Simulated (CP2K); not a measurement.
Set up this calculation in CP2K 2026.2, as the native input.

* Task: single point
* Functional: RPBE
* Potentials or basis: POTENTIAL_UZH Cu GTH-PBE-q11; TZVP-MOLOPT-PBE-GTH basis
* Density cutoff: 6123 eV
* k mesh: 13 × 13 × 13
* Occupations: gaussian, width 0.02 eV
* Spin: no spin polarisation
* SCF solver: diagonalisation with k points
* Quickstep method: GPW
* EPS_DEFAULT: 1.0E-10
* EPS_SCF: 1.0E-6
* MAX_SCF: 100
* SCF_GUESS: ATOMIC
* k points reduced by the point group: yes
* Mesh centred on Gamma: yes
* CHOLESKY: OFF
* EPS_EIGVAL: 1.0E-7
* MIXING METHOD: BROYDEN_MIXING
* MIXING ALPHA: 0.4
* NBUFFER: 8
* NGRIDS: 5
* Basis sets: Cu TZVP-MOLOPT-PBE-GTH-q11
* Potentials: Cu GTH-PBE-q11 of POTENTIAL_UZH
* ADDED_MOS: [11]
* REL_CUTOFF (Ry): 60 Ry
* MIXING BETA (1/bohr): 1.5 1/bohr
* CUTOFF of the grids: 450 Ry

The system is Cu.

```
CELL_PARAMETERS angstrom
2.55619 0.00000 0.00000
1.27810 2.21373 0.00000
1.27810 0.73791 2.08712
ATOMIC_POSITIONS crystal
Cu 0.00000 0.00000 0.00000
```

One way to write it, as run:

cu_scf.inp

```
&GLOBAL
  PROJECT cu_scf
  RUN_TYPE ENERGY_FORCE
  PRINT_LEVEL LOW
&END GLOBAL
&FORCE_EVAL
  METHOD QS
  STRESS_TENSOR ANALYTICAL
  &DFT
    BASIS_SET_FILE_NAME BASIS_MOLOPT_UZH
    POTENTIAL_FILE_NAME POTENTIAL_UZH
    &MGRID
      CUTOFF 450
      REL_CUTOFF 60
      NGRIDS 5
    &END MGRID
    &QS
      METHOD GPW
      EPS_DEFAULT 1.0E-10
    &END QS
    &KPOINTS
      SCHEME MONKHORST-PACK 13 13 13
      GAMMA_CENTERED T
      SYMMETRY T
      SYMMETRY_BACKEND SPGLIB
    &END KPOINTS
    &SCF
      SCF_GUESS ATOMIC
      EPS_SCF 1.0E-6
      MAX_SCF 100
      ADDED_MOS 11
      CHOLESKY OFF
      EPS_EIGVAL 1.0E-7
      &DIAGONALIZATION ON
        ALGORITHM STANDARD
      &END DIAGONALIZATION
      &MIXING ON
        METHOD BROYDEN_MIXING
        ALPHA 0.4
        BETA 1.5
        NBUFFER 8
      &END MIXING
      &SMEAR ON
        METHOD GAUSSIAN
        SIGMA [eV] 0.02
      &END SMEAR
    &END SCF
    &XC
      &XC_FUNCTIONAL
        &GGA_X_RPBE
        &END GGA_X_RPBE
        &GGA_C_PBE
        &END GGA_C_PBE
      &END XC_FUNCTIONAL
    &END XC
    &PRINT
      &KPOINTS ON
      &END KPOINTS
      &MULLIKEN ON
      &END MULLIKEN
      &MO ON
        ENERGIES T
        OCCUPATION_NUMBERS T
        &EACH
          QS_SCF 0
        &END EACH
        ADD_LAST NUMERIC
      &END MO
    &END PRINT
  &END DFT
  &SUBSYS
    &CELL
      A 2.5561910140 0.0000000000 0.0000000000
      B 1.2780955070 2.2137263550 0.0000000000
      C 1.2780955070 0.7379087850 2.0871212231
      PERIODIC XYZ
    &END CELL
    &COORD
      Cu  0.0000000000 0.0000000000 0.0000000000
    &END COORD
    &KIND Cu
      BASIS_SET TZVP-MOLOPT-PBE-GTH-q11
      POTENTIAL GTH-PBE-q11
    &END KIND
    &PRINT
      &ATOMIC_COORDINATES ON
      &END ATOMIC_COORDINATES
      &CELL ON
      &END CELL
      &SYMMETRY ON
      &END SYMMETRY
    &END PRINT
  &END SUBSYS
  &PRINT
    &FORCES ON
    &END FORCES
    &STRESS_TENSOR ON
    &END STRESS_TENSOR
  &END PRINT
&END FORCE_EVAL
```

Potentials or basis: POTENTIAL_UZH Cu GTH-PBE-q11; TZVP-MOLOPT-PBE-GTH basis.

Run with:

```console
$ OMP_NUM_THREADS=1 cp2k.psmp -i cu_scf.inp -o cu_scf.out
```

It gave:

```json
{
  "Pressure": "7.2 GPa",
  "Band gap on the k mesh": "none (metal or under the smearing width)"
}
```

Caveat: the potentials were made for another functional, which shifts forces and pressure; the basis of atomic orbitals isn't converged, which shifts pressures, moduli and gaps.

Run time: 5 min on 1 thread of Arm Neoverse V2, on a shared host, peak memory 0.37 GiB.
